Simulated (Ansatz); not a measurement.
Input and command of a plane-wave DFT calculation in Ansatz:

```yaml
crystal:
  lattice:
    - [0.0, 2.70465, 2.596464]
    - [2.70465, 0.0, 2.596464]
    - [2.70465, 2.70465, 0.0]
  atoms:
    - { symbol: Zn, position: [0.0, 0.0, 0.0] }
    - { symbol: S, position: [0.75, 0.75, 0.75] }
basis:
  ecutwfc: 500
kpoints:
  mp_grid: { grid: [8, 8, 8] }
hamiltonian:
  xc: r2scan
scf:
  occupations: { method: gaussian, width: 0.05 }
output:
  forces: true
  stress: true
  eigenvalues: true
```

```bash
ansatz run input.yaml --threads 1 --pin off --max-ram 2560MiB --backend cpu --events-out ev --progress --plain --runs-dir out
```

Processor: Intel(R) Xeon(R) Processor @ 2.50GHz (Skylake/Cascade Lake), 1 thread, on a host shared with other jobs.

Problem. How long does it run, and how much memory does it take?

Solution. About 14 s on 1 thread of Intel(R) Xeon(R) Processor @ 2.50GHz (Skylake/Cascade Lake) (shared host), peak memory 0.48 GiB. It solves 13 bands at 59 k points (the mesh reduced by the symmetry that the task leaves, which can be less than the crystal's) with about 925 plane waves, in 6 SCF iterations.
